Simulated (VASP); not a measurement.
**VASP 6.6.1 run: NaF**

INCAR

```
METAGGA = R2SCAN
PREC = High
ALGO = Normal
ISIF = 2
SIGMA = 0.01
NBANDS = 14
NSW = 0
LWAVE = .FALSE.
NELM = 63
ENCUT = 520
LASPH = .TRUE.
LCHARG = .FALSE.
IBRION = -1
ISMEAR = 0
LREAL = .FALSE.
EDIFF = 1E-7
```

KPOINTS

```
KPOINTS created by Atomic Simulation Environment
0
Gamma
10 10 10
0 0 0
```

POSCAR

```
Na F
 1.0000000000000000
     0.0000000000000000    2.4010000772000000    2.4010000772000000
     2.4010000772000000    0.0000000000000000    2.4010000772000000
     2.4010000772000000    2.4010000772000000    0.0000000000000000
 Na  F
   1   1
Cartesian
  0.0000000000000000  0.0000000000000000  0.0000000000000000
  2.4010000772000000  2.4010000772000000  2.4010000772000000
```

The recommended PBE PAW datasets give the neutral cell 14 valence electrons.

Command

```
mpirun -np 1 vasp_std
```

OSZICAR

```
N       E                     dE             d eps       ncg     rms          rms(c)
DAV:   1     0.107083384947E+03    0.10708E+03   -0.79301E+03  1346   0.119E+03
DAV:   2    -0.102285518030E+02   -0.11731E+03   -0.10887E+03  1450   0.350E+02
DAV:   3    -0.160736546388E+02   -0.58451E+01   -0.58315E+01  1694   0.709E+01
DAV:   4    -0.161229131245E+02   -0.49258E-01   -0.49257E-01  1442   0.713E+00
DAV:   5    -0.161235288117E+02   -0.61569E-03   -0.61568E-03  1700   0.807E-01    0.482E+00
DAV:   6    -0.125075698653E+02    0.36160E+01   -0.13349E+00  1470   0.123E+01    0.150E+00
DAV:   7    -0.125186506741E+02   -0.11081E-01   -0.31305E-01  1580   0.573E+00    0.135E+00
DAV:   8    -0.125648994355E+02   -0.46249E-01   -0.25826E-01  1340   0.621E+00    0.122E+00
DAV:   9    -0.125327097035E+02    0.32190E-01   -0.11871E-01  1564   0.408E+00    0.841E-02
DAV:  10    -0.125329065106E+02   -0.19681E-03   -0.32316E-03  1370   0.563E-01    0.806E-02
DAV:  11    -0.125329288845E+02   -0.22374E-04   -0.48303E-04  1430   0.264E-01    0.165E-02
DAV:  12    -0.125329059243E+02    0.22960E-04   -0.18845E-05  1694   0.455E-02    0.544E-03
DAV:  13    -0.125328915668E+02    0.14357E-04   -0.40435E-06  1514   0.182E-02    0.229E-03
DAV:  14    -0.125328899813E+02    0.15855E-05   -0.11550E-07  1514   0.338E-03    0.131E-03
DAV:  15    -0.125328891859E+02    0.79538E-06   -0.10903E-07   772   0.324E-03    0.543E-05
DAV:  16    -0.125328891576E+02    0.28320E-07   -0.77817E-09   718   0.885E-04
   1 F= -.12532889E+02 E0= -.12532889E+02  d E =-.211428E-21
```

Standard output (part)

```
POSCAR found type information on POSCAR NaF
 POSCAR found :  2 types and       2 ions
 LDA part: xc-table for (None), standard interpolation
 POSCAR, INCAR and KPOINTS ok, starting setup
 WAVECAR not read
 entering main loop
```

From OUTCAR

```
k-points           NKPTS =     47   k-points in BZ     NKDIM =     47   number of bands    NBANDS=     14

   NELECT =      14.0000    total number of electrons

   dimension x,y,z NGX =    28 NGY =   28 NGZ =   28
   dimension x,y,z NGXF=    36 NGYF=   36 NGZF=   36

  energy-cutoff  :      520.00
  volume of cell :       27.68
      direct lattice vectors                 reciprocal lattice vectors
     0.000000000  2.401000077  2.401000077    -0.208246557  0.208246557  0.208246557
     2.401000077  0.000000000  2.401000077     0.208246557 -0.208246557  0.208246557
     2.401000077  2.401000077  0.000000000     0.208246557  0.208246557 -0.208246557

 k-points in reciprocal lattice and weights: KPOINTS created by Atomic Simulation Env
   0.00000000  0.00000000  0.00000000       0.001
   0.10000000  0.00000000  0.00000000       0.008
   0.20000000  0.00000000  0.00000000       0.008
   0.30000000  0.00000000  0.00000000       0.008
   0.40000000  0.00000000  0.00000000       0.008
   0.50000000  0.00000000  0.00000000       0.004
   0.10000000  0.10000000  0.00000000       0.006
   0.20000000  0.10000000  0.00000000       0.024
   ...

 E-fermi :  -3.0653

 k-point     1 :       0.0000    0.0000    0.0000
  band No.  band energies     occupation
      1     -23.2652      2.00000
      2     -22.9719      2.00000
      3     -22.9712      2.00000
      4     -22.9712      2.00000
      5      -3.1278      2.00000
      6      -3.1277      2.00000
      7      -3.1277      2.00000
      8       3.4763      0.00000
      9      15.8788      0.00000
     10      15.8792      0.00000
     11      15.8792      0.00000
     12      18.2647      0.00000
     13      20.8257      0.00000
     14      20.8257      0.00000

 k-point     2 :       0.1000    0.0000    0.0000
  band No.  band energies     occupation
      1     -23.3541      2.00000
      2     -22.9727      2.00000
      3     -22.9720      2.00000
      4     -22.8733      2.00000
      5      -3.2884      2.00000
      6      -3.1486      2.00000
      7      -3.1485      2.00000
      8       3.8026      0.00000
      9      14.5877      0.00000
     10      16.0261      0.00000
     11      16.0265      0.00000
     12      19.7036      0.00000
     13      20.4420      0.00000
     14      20.4420      0.00000

 k-point     3 :       0.2000    0.0000    0.0000
  band No.  band energies     occupation
      1     -23.4925      2.00000
      2     -22.9747      2.00000
      3     -22.9741      2.00000
      4     -22.7107      2.00000
      5      -3.6649      2.00000
      6      -3.2025      2.00000
      7      -3.2024      2.00000
      8       4.6621      0.00000
      9      12.8739      0.00000
     10      16.4058      0.00000
     11      16.4060      0.00000
     12      19.8231      0.00000
     13      19.8234      0.00000
     14      20.9092      0.00000

 k-point     4 :       0.3000    0.0000    0.0000
  band No.  band energies     occupation
      1     -23.6070      2.00000
      2     -22.9773      2.00000
      3     -22.9766      2.00000
      4     -22.5659      2.00000
      5      -4.0674      2.00000
      6      -3.2683      2.00000
      7      -3.2682      2.00000
      8       5.8220      0.00000
      9      11.3914      0.00000
     10      16.8245      0.00000
     11      16.8247      0.00000
     12      19.4509      0.00000
     13      19.4516      0.00000
     14      20.6928      0.00000

 ...

  Total       -1.0004817     -1.0004817     -1.0004817      0.0000000      0.0000000      0.0000000
  in kB      -57.9046201    -57.9046201    -57.9046201      0.0000000      0.0000000      0.0000000
  external PRESSURE =     -57.9046201 kB  Pullay stress =       0.0000000 kB

 POSITION                                       TOTAL-FORCE (eV/Angst)
 -----------------------------------------------------------------------------------
      0.00000      0.00000      0.00000        -0.000000      0.000000     -0.000000
      2.40100      2.40100      2.40100         0.000000     -0.000000      0.000000
 -----------------------------------------------------------------------------------
    total drift:                               -0.000000      0.000000     -0.000000

  FREE ENERGIE OF THE ION-ELECTRON SYSTEM (eV)
  ---------------------------------------------------
  free  energy   TOTEN  =       -12.5328891576 eV

  energy  without entropy=      -12.5328891576  energy(sigma->0) =      -12.53288916
```

It converged. Results: gap between bands v and c on the k mesh 6.60 eV; least direct gap on the k mesh 6.60 eV; pressure -5.8 GPa. Band v is the last that the valence electrons fill when counted band by band, and c is the next.

For comparison, a separate r²SCAN run of the intended cell, on usual settings and not on those above, gives a gap of 6.61 eV on its mesh and a pressure of -6.0 GPa.

The run above took about 77 s on one core of a shared host (Intel Xeon Platinum 8488C) and held 0.13 GiB at most.
